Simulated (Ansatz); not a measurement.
A run of Ansatz 0.2.0 is set up as follows.

Contents of run.py:

```python
import json

import ase.io
import numpy as np
from ase.calculators.calculator import CalculationFailed, Calculator
from ase.stress import full_3x3_to_voigt_6_stress
from ase.units import GPa

import ansatz as az

class AnsatzCalculator(Calculator):
    implemented_properties = ["energy", "free_energy", "forces", "stress", "magmom"]

    def calculate(self, atoms, properties, system_changes):
        super().calculate(atoms, properties, system_changes)
        structure = atoms.copy()
        structure.set_constraint()
        structure.set_momenta(None)
        structure.set_masses(None)
        outcome = (
            az.Crystal.from_ase(structure)
            .calculation()
            .basis(density_ratio=6, xc_grid=2)
            .kpoints(8, 8, 8)
            .functional("rpbe")
            .pseudopotentials(kind="nc", accuracy="standard")
            .scf(tolerance=2e-10)
            .occupations(method="cold", width=0.15)
            .forces()
            .stress()
            .run(threads=2)
        )
        if not outcome.report["converged"]:
            raise CalculationFailed("SCF not converged")
        report = outcome.report
        self.results = {
            "free_energy": report["lagrangian_ev"],
            "energy": report["lagrangian_ev"],
            "forces": np.array(report["forces_ev_ang"]),
            "stress": -GPa * full_3x3_to_voigt_6_stress(report["stress_gpa"]),
            "magmom": report["magnetization_mub"],
        }

np.set_printoptions(precision=5, suppress=True, linewidth=110)
atoms = ase.io.read("In.cif")
atoms.info.pop("occupancy", None)
atoms.calc = AnsatzCalculator()
cell = atoms.cell[:].copy()
pairs = [(0, 0), (1, 1), (2, 2), (1, 2), (0, 2), (0, 1)]
C = np.zeros((6, 6))
for j, (a, b) in enumerate(pairs):
    stress = []
    for e in (0.01, -0.01):
        strain = np.eye(3)
        strain[a, b] += e if a == b else e / 2
        strain[b, a] = strain[a, b]
        atoms.set_cell(cell @ strain, scale_atoms=True)
        stress.append(atoms.get_stress())
    C[:, j] = (stress[0] - stress[1]) / (2 * 0.01) / GPa
print("clamped-ion stress-strain coefficients (GPa, Voigt)", C.round(1), sep="\n")
print(f"Voigt bulk modulus {(C[:3, :3].sum()) / 9:.1f} GPa")
json.dump({"C": C.tolist()}, open("results.json", "w"))
```

The input In.cif:

```cif
data_In
_cell_length_a 3.37690644
_cell_length_b 3.37690644
_cell_length_c 3.37690644
_cell_angle_alpha 122.45293201
_cell_angle_beta 122.45293201
_cell_angle_gamma 85.80143744
_space_group_name_H-M_alt 'P1'
_space_group_name_Hall 'P 1'
_space_group_IT_number 1
loop_
_space_group_symop_operation_xyz
'x,y,z'
loop_
_atom_site_label
_atom_site_type_symbol
_atom_site_symmetry_multiplicity
_atom_site_Wyckoff_symbol
_atom_site_fract_x
_atom_site_fract_y
_atom_site_fract_z
_atom_site_occupancy
In1 In 1 a 0.0000000000 0.0000000000 0.0000000000 1
```

Potentials or basis: PseudoDojo standard.

The run is started by

```console
$ python run.py
```

Problem. What does it give for the Voigt bulk modulus?

Solution. 47 GPa.

Elastic tensor in Voigt notation (GPa, in the Cartesian axes of the cell as first typed):
```
 75  30  41   0   0   2
 30  74  41   0   0   3
 39  39  55   0   0   0
  0   0   0  35 -11   0
  0   0   0 -11  33   0
  4   5   3   0   0  12
```

Caveat: the potentials were made for another functional, which shifts forces and pressure; the thresholds are loose for stress.
